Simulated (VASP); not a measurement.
# AgCl (P4/mmm) in VASP: notebook, part 2 of 2

VASP 6.6.1. Earlier steps stand in the parts before.

**3. Single point, PBEsol (strain +0.1500 x Voigt [0, 0, 1, 0, 0, 0], atoms carried along)**

Contents of INCAR:

```
PREC = Accurate ; ENCUT = 520
EDIFF = 1E-7 ; ISMEAR = 0
SIGMA = 0.05 ; LREAL = False
LASPH = True ; NELM = 100
ALGO = Normal ; ISIF = 2
LWAVE = False ; LCHARG = True
GGA = PS ; LELF = True
LVHAR = True ; NBANDS = 16
```

Contents of KPOINTS:

```
Automatic mesh
0
Gamma
  10 10 10
```

Contents of POSCAR:

```
AgCl
1.0
    3.4339730000      0.0000000000      0.0000000000
    0.0000000000      3.4339730000      0.0000000000
    0.0000000000      0.0000000000      3.9490689500
Ag Cl
1 1
Direct
    0.0000000000      0.0000000000      0.0000000000
    0.5000000000      0.5000000000      0.5000000000
```

Potentials or basis: VASP PAW PBE potentials, release 64 (Ag, Cl).

The run is started by

```
cat potpaw_PBE.64/Ag/POTCAR potpaw_PBE.64/Cl/POTCAR > POTCAR
mpirun -np 1 vasp_std > vasp.out
```

OUTCAR:

```text
PREC = Accurate
   ENCUT = 520
   EDIFF = 1E-7
   ISMEAR = 0
   LREAL = False
   LASPH = True
   NELM = 100
   ISIF = 2
   GGA = PS

 ion  position               nearest neighbor table
   1  0.000  0.000  0.000-   2 3.13   2 3.13   2 3.13   2 3.13   2 3.13   2 3.13   2 3.13   2 3.13

   2  0.500  0.500  0.500-   1 3.13   1 3.13   1 3.13   1 3.13   1 3.13   1 3.13   1 3.13   1 3.13

  LATTYP: Found a simple tetragonal cell.
 ALAT       =     3.4339730000
 C/A-ratio  =     1.1500000000

  Lattice vectors:

 A1 = (   3.4339730000,   0.0000000000,   0.0000000000)
 A2 = (   0.0000000000,   3.4339730000,   0.0000000000)
 A3 = (   0.0000000000,   0.0000000000,   3.9490689500)

Analysis of symmetry for initial positions (statically):
=====================================================================
 Subroutine PRICEL returns:
 Original cell was already a primitive cell.

 Routine SETGRP: Setting up the symmetry group for a
 simple tetragonal supercell.

 Subroutine GETGRP returns: Found 16 space group operations
 (whereof 16 operations were pure point group operations)
 out of a pool of 16 trial point group operations.

The static configuration has the point symmetry D_4h.

Analysis of symmetry for dynamics (positions and initial velocities):
=====================================================================
 Subroutine PRICEL returns:
 Original cell was already a primitive cell.

 Routine SETGRP: Setting up the symmetry group for a
 simple tetragonal supercell.

 Subroutine GETGRP returns: Found 16 space group operations
 (whereof 16 operations were pure point group operations)
 out of a pool of 16 trial point group operations.

The dynamic configuration has the point symmetry D_4h.

 Subroutine INISYM returns: Found 16 space group operations
 (whereof 16 operations are pure point group operations),
 and found     1 'primitive' translations

[... 115 lines left out ...]
  volume/ion in A,a.u.               =      23.28       157.13
  Fermi-wavevector in a.u.,A,eV,Ry     =   1.192531  2.253556 19.349241  1.422129
  Thomas-Fermi vector in A             =   2.328567
   LORBIT       =      0    0 simple, 1 ext, 2 COOP (PROOUT), +10 PAW based schemes
   GGA     = PS    functional components
   LHFCALC =     F    Hartree Fock is set to
   AEXX    =    0.0000 exact exchange contribution
   IVDW    =     0    specifies the selected vdW correction
   LEPSILON=     F    determine dielectric tensor
   LRPA    =     F    only Hartree local field effects (RPA)
 non-spin polarized calculation
 Gauss-broadening in eV      SIGMA  =   0.05
  energy-cutoff  :      520.00
  volume of cell :       46.57
 maximum number of plane-waves:      1272
 NGX is ok and might be reduce to    28
   NGX = 13   NGY = 13   NGZ = 15

 number of electron      18.0000004 magnetization

 Free energy of the ion-electron system (eV)
  ---------------------------------------------------
  ext. energy  EPLUGINS =         0.00000000
  ---------------------------------------------------
  free energy    TOTEN  =        -5.44256082 eV

  energy without entropy =       -5.44255778  energy(sigma->0) =       -5.44255930

 E-fermi :   2.4198     XC(G=0):  -9.8924

 val. band max:        2.3159344965   @ k =   0.0000   0.0000   0.5000
 cond. band min:       2.5065732500   @ k =   0.0000   0.0000   0.0000
 fundamental gap:      0.1906387534
 Fermi energy:         2.4198281255

 k-point     1 :       0.0000    0.0000    0.0000
  band No.  band energies     occupation
      1     -11.5809      2.00000
      2      -0.2765      2.00000
      3      -0.1315      2.00000
      4       0.4655      2.00000
      5       0.5478      2.00000
      6       0.5478      2.00000
[... 433 lines left out ...]
      3      -0.2595      2.00000
      4      -0.0523      2.00000
      5       0.3450      2.00000
      6       0.5490      2.00000
[... 8 lines left out ...]
     15      15.4701      0.00000
     16      17.6011      0.00000

 [... further k-points ...]

------------------------ aborting loop because EDIFF is reached ----------------------------------------

  FORCE on cell =-STRESS in cart. coord.  units (eV):
  Direction    XX          YY          ZZ          XY          YZ          ZX
  --------------------------------------------------------------------------------------
  -------------------------------------------------------------------------------------
  Total       -1.8098872     -1.8098872     -3.3558501      0.0000000      0.0000000      0.0000000
  in kB      -62.2692497    -62.2692497   -115.4581693      0.0000000      0.0000000      0.0000000
  external PRESSURE =     -79.9988896 kB  Pullay stress =       0.0000000 kB

 VOLUME and BASIS-vectors are now :
 -----------------------------------------------------------------------------
  energy-cutoff  :      520.00
  volume of cell :       46.57
      direct lattice vectors                 reciprocal lattice vectors
     3.433973000  0.000000000  0.000000000     0.291207881  0.000000000  0.000000000
     0.000000000  3.433973000  0.000000000     0.000000000  0.291207881  0.000000000
     0.000000000  0.000000000  3.949068950     0.000000000  0.000000000  0.253224244

 POSITION                                       TOTAL-FORCE (eV/Angst)
 -----------------------------------------------------------------------------------
      0.00000      0.00000      0.00000         0.000000      0.000000      0.000000
      1.71699      1.71699      1.97453         0.000000      0.000000      0.000000
 -----------------------------------------------------------------------------------
    total drift:                               -0.000000      0.000000      0.000000

  FREE ENERGIE OF THE ION-ELECTRON SYSTEM (eV)
  ---------------------------------------------------
  free  energy   TOTEN  =        -5.4425608171 eV

  energy  without entropy=       -5.4425577773  energy(sigma->0) =       -5.44255930
```

Wall time 84 s (1 thread of AMD EPYC 7R13 (Zen 3), shared host); peak memory 0.2 GiB.

Results:

| Property | Result |
| --- | --- |
| Free energy | -5.4426 eV |
| Pressure | -8.0 GPa |
| Band gap on the k mesh | 0.19 eV, indirect (least direct gap 1.00 eV) |

Stress tensor (GPa, compression positive):
```
 -6.23   0.00   0.00
  0.00  -6.23   0.00
  0.00   0.00 -11.55
```

Caveat: the PAW data sets were made with another functional, which shifts forces and pressure a little. A k mesh can miss the band edges.
